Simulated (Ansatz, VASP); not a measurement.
**Au in VASP and in Ansatz**

```
CELL_PARAMETERS angstrom
0.00000 2.02296 2.02296
2.02296 0.00000 2.02296
2.02296 2.02296 0.00000
ATOMIC_POSITIONS crystal
Au 0.00000 0.00000 0.00000
```

Alike in both runs: task single point; functional LDA; k mesh 13 × 13 × 13; occupations gaussian, width 0.3 eV; no spin polarisation.

|  | VASP | Ansatz |
| --- | --- | --- |
| version | VASP 6.6.1 | Ansatz 0.2.0 |
| potentials or method | VASP PAW LDA potentials, release 64 (Au) | plane waves (420 eV) with PAW, scalar-relativistic |
| plane-wave cutoff (eV) | 520 | 420 |
| valence electrons in the cell | 11 | 19 |

|  | VASP | Ansatz | Ansatz less VASP |
| --- | --- | --- | --- |
| pressure (GPa) | 0.6 | 0.1 | -0.51 |

The two sets of potentials don't hold the same shells in valence. Ansatz warned: «pseudo_functional_mismatch».

Spin-orbit coupling is left out, which matters for the levels of Au.
